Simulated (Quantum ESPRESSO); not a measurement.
Crystal: CdTe.

```
Te Cd
1.0
     0.00000    3.20500    3.20500
     3.20500    0.00000    3.20500
     3.20500    3.20500    0.00000
Te Cd
1 1
Direct
  0.75000 0.75000 0.75000
  0.00000 0.00000 0.00000
```

| Quantity | Value |
| --- | --- |
| Program | Quantum ESPRESSO 7.5 |
| Task | phonons |
| Functional | LDA |
| Potentials or basis | GBRV 1.5 LDA |
| Cutoff | 612 eV |
| Density cutoff | 4898 eV |
| k mesh | 4 × 4 × 4, shifted |
| Occupations | fermi-dirac, width 0.05 eV |
| Spin | no spin polarisation |
| Target pressure | 20 GPa |
| Form of the LDA correlation | PZ81 |
| Mixing beta | 0.5 |
| Most SCF iterations | 120 |
| SCF threshold | 4e-10 Ry |

The cell and the atoms were relaxed first at 20 GPa, to 25.96 Å³/atom (a = 4.188 Å, b = 4.188 Å, c = 4.188 Å, α = 60.00°, β = 60.00°, γ = 60.00°), and the response was taken there.

The first run showed a gap, so the response started from a second, tighter run with fixed occupations.

Task: What is the highest optical frequency at the zone centre, leaving out the macroscopic field of polar modes?

Result: 226 cm⁻¹, a mode of symmetry T2 (IR and Raman).

Optical modes at Γ, degenerate ones joined, polar ones without the macroscopic field:
| cm⁻¹ | components | symmetry | active in | IR intensity, summed ((D/Å)²/amu) |
| --- | --- | --- | --- | --- |
| 226 | 3 | T2 | IR and Raman | 3.42 |

Caveat: the volume moved by over 15 % at a fixed basis, so the end points are rough; the cell is more than 3 GPa from zero pressure, which shifts response properties.
